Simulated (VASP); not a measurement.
# CdS (Hawleyite) (F-43m) in VASP: a series of runs

Runs on CdS (Hawleyite). Level: PBE. Tasks: single point.

All numbers are computed with VASP 6.6.1; they aren't measurements. Logs are shortened: lines on timing, memory, paths and dates and some standing lists are left out, and cuts for length are marked.

## 1. Starting point

Symmetry: F-43m, No. 216, cubic system. Conventional cell: a = 5.714 Å, b = 5.714 Å, c = 5.714 Å, α = 90.00°, β = 90.00°, γ = 90.00°. Cd (site symmetry -43m) is surrounded by 4 S at 2.47 Å. S (site symmetry -43m) is surrounded by 4 Cd at 2.47 Å.

## 2. Single point, PBE

The input, INCAR:

```
  PREC = Accurate
  ENCUT = 520
  EDIFF = 1E-6
  ISMEAR = 0
  SIGMA = 0.02
  LREAL = False
  LASPH = True
  NELM = 100
  ALGO = Normal
  ISIF = 2
  LWAVE = False
  LCHARG = False
  GGA = PE
  NBANDS = 16
```

The input, KPOINTS:

```
regular mesh
0
Gamma
  12 12 12
```

The input, POSCAR:

```
CdS
1.0
    0.0000000000      2.8569628861      2.8569628861
    2.8569628861      0.0000000000      2.8569628861
    2.8569628861      2.8569628861      0.0000000000
Cd S
1 1
Direct
    0.0000000000      0.0000000000      0.0000000000
    0.7500000000      0.7500000000      0.7500000000
```

Potentials or basis: VASP PAW PBE potentials, release 64 (Cd, S).

Command:

```console
$ cat potpaw_PBE.64/Cd/POTCAR potpaw_PBE.64/S/POTCAR > POTCAR
$ mpirun -np 1 vasp_std > vasp.out
```

OUTCAR:

```text
PREC = Accurate
   ENCUT = 520
   EDIFF = 1E-6
   ISMEAR = 0
   LREAL = False
   LASPH = True
   NELM = 100
   ISIF = 2
   GGA = PE

 ion  position               nearest neighbor table
   1  0.000  0.000  0.000-   2 2.47   2 2.47   2 2.47   2 2.47
   2  0.750  0.750  0.750-   1 2.47   1 2.47   1 2.47   1 2.47

  LATTYP: Found a face centered cubic cell.
 ALAT       =     5.7139257722

  Lattice vectors:

 A1 = (   0.0000000000,   2.8569628861,   2.8569628861)
 A2 = (   2.8569628861,   0.0000000000,   2.8569628861)
 A3 = (   2.8569628861,   2.8569628861,   0.0000000000)

Analysis of symmetry for initial positions (statically):
=====================================================================
 Subroutine PRICEL returns:
 Original cell was already a primitive cell.

 Routine SETGRP: Setting up the symmetry group for a
 face centered cubic supercell.

 Subroutine GETGRP returns: Found 24 space group operations
 (whereof 24 operations were pure point group operations)
 out of a pool of 48 trial point group operations.

The static configuration has the point symmetry T_d .

Analysis of symmetry for dynamics (positions and initial velocities):
=====================================================================
 Subroutine PRICEL returns:
 Original cell was already a primitive cell.

 Routine SETGRP: Setting up the symmetry group for a
 face centered cubic supercell.

 Subroutine GETGRP returns: Found 24 space group operations
 (whereof 24 operations were pure point group operations)
 out of a pool of 48 trial point group operations.

The dynamic configuration has the point symmetry T_d .

 Subroutine INISYM returns: Found 24 space group operations
 (whereof 24 operations are pure point group operations),
 and found     1 'primitive' translations

----------------------------------------------------------------------------------------

                                     Primitive cell

  volume of cell :      46.6384

  direct lattice vectors                    reciprocal lattice vectors
     0.000000000  2.856962886  2.856962886    -0.175011024  0.175011024  0.175011024
     2.856962886  0.000000000  2.856962886     0.175011024 -0.175011024  0.175011024
     2.856962886  2.856962886  0.000000000     0.175011024  0.175011024 -0.175011024

  length of vectors
     4.040355661  4.040355661  4.040355661     0.303127985  0.303127985  0.303127985

  position of ions in fractional coordinates (direct lattice)
     0.000000000  0.000000000  0.000000000
     0.750000000  0.750000000  0.750000000

  ion indices of the primitive-cell ions
   primitive index   ion index
                 1           1
                 2           2

----------------------------------------------------------------------------------------

 KPOINTS: regular mesh

Automatic generation of k-mesh.
 Grid dimensions read from file:
 generate k-points for:   12   12   12

 Generating k-lattice:

  Cartesian coordinates                     Fractional coordinates (reciprocal lattice)
    -0.014584252  0.014584252  0.014584252     0.083333333  0.000000000  0.000000000
     0.014584252 -0.014584252  0.014584252     0.000000000  0.083333333  0.000000000
     0.014584252  0.014584252 -0.014584252     0.000000000  0.000000000  0.083333333

  Length of vectors
     0.025260665  0.025260665  0.025260665

  Shift w.r.t. Gamma in fractional coordinates (k-lattice)
     0.000000000  0.000000000  0.000000000

 Subroutine IBZKPT returns following result:
 ===========================================

 Found     72 irreducible k-points:

 Following reciprocal coordinates:
            Coordinates               Weight
  0.000000  0.000000  0.000000      1.000000
  0.083333  0.000000  0.000000      8.000000
  0.166667  0.000000  0.000000      8.000000
  0.250000  0.000000  0.000000      8.000000
  0.333333  0.000000  0.000000      8.000000
  0.416667  0.000000  0.000000      8.000000
[... 16 lines left out ...]
  0.500000  0.166667  0.000000     24.000000
 -0.416667  0.166667  0.000000     24.000000
 [... further k-points ...]
   k-points           NKPTS =     72   k-points in BZ     NKDIM =     72   number of bands    NBANDS=     16
   number of dos      NEDOS =    301   number of ions     NIONS =      2
   total plane-waves  NPLWV =  27000
   dimension x,y,z NGX =    30 NGY =   30 NGZ =   30
   dimension x,y,z NGXF=    60 NGYF=   60 NGZF=   60
   ions per type =               1   1
   NGX,Y,Z   is equivalent  to a cutoff of  12.34, 12.34, 12.34 a.u.
   NGXF,Y,Z  is equivalent  to a cutoff of  24.69, 24.69, 24.69 a.u.
 SYSTEM =  unknown system
   PREC   = accura    normal or accurate (medium, high low for compatibility)
   ISTART =      0    job   : 0-new  1-cont  2-samecut
   ICHARG =      2    charge: 1-file 2-atom 10-const
   ISPIN  =      1    spin polarized calculation?
   LNONCOLLINEAR =      F non collinear calculations
   LSORBIT =      F    spin-orbit coupling
   LASPH  =      T    aspherical Exc in radial PAW
   ENCUT  =  520.0 eV  38.22 Ry    6.18 a.u.   7.51  7.51  7.51*2*pi/ulx,y,z
   NELM   =    100;   NELMIN=  2; NELMDL= -5     # of ELM steps
   EDIFF  = 0.1E-05   stopping-criterion for ELM
   LREAL  =      F    real-space projection
   EDIFFG = 0.1E-04   stopping-criterion for IOM
   NSW    =      0    number of steps for IOM
   IBRION =     -1    ionic relax: 0-MD 1-quasi-New 2-CG
   NFREE  =      0    steps in history (QN), initial steepest desc. (CG)
   ISIF   =      2    stress and relaxation
   ISYM   =      2    0-nonsym 1-usesym 2-fastsym
   POTIM  = 0.5000    time-step for ionic-motion
   TEBEG  =    0.0;   TEEND  =   0.0 temperature during run
   PSTRESS=    0.0 pullay stress
   NELECT =      18.0000    total number of electrons
   NUPDOWN=      -1.0000    fix difference up-down
   EMIN   =  10.00;   EMAX   =-10.00  energy-range for DOS
   EFERMI =   0.00;   METHOD = LEGACY
   ISMEAR =     0;   SIGMA  =   0.02  broadening in eV -4-tet -1-fermi 0-gaus
   EFERMI_NEDOS =   21; number of points for ismear=-14 and -15
   IALGO  =     38    algorithm
   IMIX   =      4    mixing-type and parameters
     AMIX     =   0.40;   BMIX     =  1.00
     AMIX_MAG =   1.60;   BMIX_MAG =  1.00
  volume/ion in A,a.u.               =      23.32       157.37
  Fermi-wavevector in a.u.,A,eV,Ry     =   1.191931  2.252423 19.329786  1.420699
  Thomas-Fermi vector in A             =   2.327981
   LORBIT       =      0    0 simple, 1 ext, 2 COOP (PROOUT), +10 PAW based schemes
   GGA     = PE    functional components
   LHFCALC =     F    Hartree Fock is set to
   AEXX    =    0.0000 exact exchange contribution
   IVDW    =     0    specifies the selected vdW correction
   LEPSILON=     F    determine dielectric tensor
   LRPA    =     F    only Hartree local field effects (RPA)
 non-spin polarized calculation
 Gauss-broadening in eV      SIGMA  =   0.02
  energy-cutoff  :      520.00
  volume of cell :       46.64
 maximum number of plane-waves:      1283
   NGX = 15   NGY = 15   NGZ = 15

 number of electron      18.0000004 magnetization

 Free energy of the ion-electron system (eV)
  ---------------------------------------------------
  ext. energy  EPLUGINS =         0.00000000
  ---------------------------------------------------
  free energy    TOTEN  =        -6.01937126 eV

  energy without entropy =       -6.01937126  energy(sigma->0) =       -6.01937126

 E-fermi :   2.0441     XC(G=0):  -9.4435

 val. band max:        1.8698172676   @ k =   0.0000   0.0000   0.0000
 cond. band min:       3.1523061966   @ k =   0.0000   0.0000   0.0000
 fundamental gap:      1.2824889290
 Fermi energy:         2.0440776679

 k-point     1 :       0.0000    0.0000    0.0000
  band No.  band energies     occupation
      1     -10.9033      2.00000
      2      -6.1101      2.00000
      3      -6.1101      2.00000
      4      -6.1101      2.00000
      5      -5.5400      2.00000
      6      -5.5400      2.00000
[... 8 lines left out ...]
     15      13.4381      0.00000
     16      13.6474      0.00000

 k-point     2 :       0.0833    0.0000    0.0000
  band No.  band energies     occupation
      1     -10.8710      2.00000
      2      -6.0979      2.00000
      3      -6.0979      2.00000
      4      -6.0865      2.00000
      5      -5.5409      2.00000
      6      -5.5409      2.00000
[... 8 lines left out ...]
     15      13.0733      0.00000
     16      14.0229      0.00000

 k-point     3 :       0.1667    0.0000    0.0000
  band No.  band energies     occupation
      1     -10.7821      2.00000
      2      -6.0660      2.00000
      3      -6.0660      2.00000
      4      -6.0059      2.00000
      5      -5.5412      2.00000
      6      -5.5412      2.00000
[... 8 lines left out ...]
     15      12.6186      0.00000
     16      13.8988      0.00000

 k-point     4 :       0.2500    0.0000    0.0000
  band No.  band energies     occupation
      1     -10.6602      2.00000
      2      -6.0266      2.00000
      3      -6.0266      2.00000
      4      -5.8457      2.00000
      5      -5.5353      2.00000
      6      -5.5353      2.00000
[... 8 lines left out ...]
     15      12.5744      0.00000
     16      13.3584      0.00000
[... 324 lines left out ...]
 k-point    22 :       0.4167    0.1667    0.0000
  band No.  band energies     occupation
      1     -10.4416      2.00000
      2      -5.9558      2.00000
      3      -5.9084      2.00000
      4      -5.6475      2.00000
      5      -5.4823      2.00000
      6      -5.3411      2.00000
[... 8 lines left out ...]
     15      14.3956      0.00000
     16      14.8963      0.00000

 k-point    23 :       0.5000    0.1667    0.0000
  band No.  band energies     occupation
      1     -10.3809      2.00000
      2      -5.9450      2.00000
      3      -5.9003      2.00000
      4      -5.5822      2.00000
      5      -5.4873      2.00000
      6      -5.0891      2.00000
[... 8 lines left out ...]
     15      14.6010      0.00000
     16      14.9810      0.00000

 k-point    24 :      -0.4167    0.1667    0.0000
  band No.  band energies     occupation
      1     -10.3731      2.00000
      2      -5.9418      2.00000
      3      -5.9076      2.00000
      4      -5.5475      2.00000
      5      -5.5090      2.00000
      6      -5.0335      2.00000
[... 8 lines left out ...]
     15      13.7167      0.00000
     16      14.7912      0.00000

 [... further k-points ...]

------------------------ aborting loop because EDIFF is reached ----------------------------------------

  FORCE on cell =-STRESS in cart. coord.  units (eV):
  Direction    XX          YY          ZZ          XY          YZ          ZX
  --------------------------------------------------------------------------------------
  -------------------------------------------------------------------------------------
  Total        2.3273985      2.3273985      2.3273985      0.0000000      0.0000000      0.0000000
  in kB       79.9535129     79.9535129     79.9535129      0.0000000      0.0000000      0.0000000
  external PRESSURE =      79.9535129 kB  Pullay stress =       0.0000000 kB

 VOLUME and BASIS-vectors are now :
 -----------------------------------------------------------------------------
  energy-cutoff  :      520.00
  volume of cell :       46.64
      direct lattice vectors                 reciprocal lattice vectors
     0.000000000  2.856962886  2.856962886    -0.175011024  0.175011024  0.175011024
     2.856962886  0.000000000  2.856962886     0.175011024 -0.175011024  0.175011024
     2.856962886  2.856962886  0.000000000     0.175011024  0.175011024 -0.175011024

 POSITION                                       TOTAL-FORCE (eV/Angst)
 -----------------------------------------------------------------------------------
      0.00000      0.00000      0.00000        -0.000000      0.000000      0.000000
      4.28544      4.28544      4.28544         0.000000     -0.000000     -0.000000
 -----------------------------------------------------------------------------------
    total drift:                                0.000001      0.000001      0.000001

  FREE ENERGIE OF THE ION-ELECTRON SYSTEM (eV)
  ---------------------------------------------------
  free  energy   TOTEN  =        -6.0193712557 eV

  energy  without entropy=       -6.0193712557  energy(sigma->0) =       -6.01937126
```

It took 21 s on 1 thread of Intel Xeon 6975P-C (Granite Rapids), shared host; peak memory 0.2 GiB.

What came out:

```yaml
Free_energy: -6.0194 eV
Pressure: 8.0 GPa
Band_gap_on_the_k_mesh: 1.28 eV, direct
```

## 3. Single point, PBE

This run uses another cell than the first one, of 25.55 Å³/atom, 1.096 times its volume.

The input, INCAR:

```
PREC = Accurate ; ENCUT = 520
EDIFF = 1E-6 ; ISMEAR = 0
SIGMA = 0.02 ; LREAL = False
LASPH = True ; NELM = 100
ALGO = Normal ; ISIF = 2
LWAVE = False ; LCHARG = False
GGA = PE ; NBANDS = 16
```

KPOINTS is that of step 2.

The input, POSCAR:

```
CdS
1.0
    0.0000000000      2.9453781157      2.9453781157
    2.9453781157      0.0000000000      2.9453781157
    2.9453781157      2.9453781157      0.0000000000
Cd S
1 1
Direct
    0.0000000000      0.0000000000      0.0000000000
    0.7500000000      0.7500000000      0.7500000000
```

Potentials or basis: VASP PAW PBE potentials, release 64 (Cd, S).

Command:

```console
$ cat potpaw_PBE.64/Cd/POTCAR potpaw_PBE.64/S/POTCAR > POTCAR
$ mpirun -np 1 vasp_std > vasp.out
```

Wall time 18 s (1 thread of Intel Xeon 6975P-C (Granite Rapids), shared host); peak memory 0.21 GiB.

Results (log left out):

| Item | Value |
| --- | --- |
| Free energy | -6.1426 eV |
| Pressure | 1.3 GPa |
| Band gap on the k mesh | 1.08 eV, direct |

Levels at points of the mesh, in eV from the valence-band top:
```tsv
k point	band 6	band 7	band 8	band 9	band 10	band 11	band 12	band 13
(0.00, 0.00, 0.00)	-7.18	0.00	0.00	0.00	1.08	6.55	6.55	6.55
(0.50, 0.00, 0.00)	-6.83	-4.23	-0.71	-0.71	2.97	7.01	7.01	7.39
(0.50, 0.50, 0.00)	-6.77	-3.82	-1.78	-1.78	3.60	4.31	9.11	10.60
```
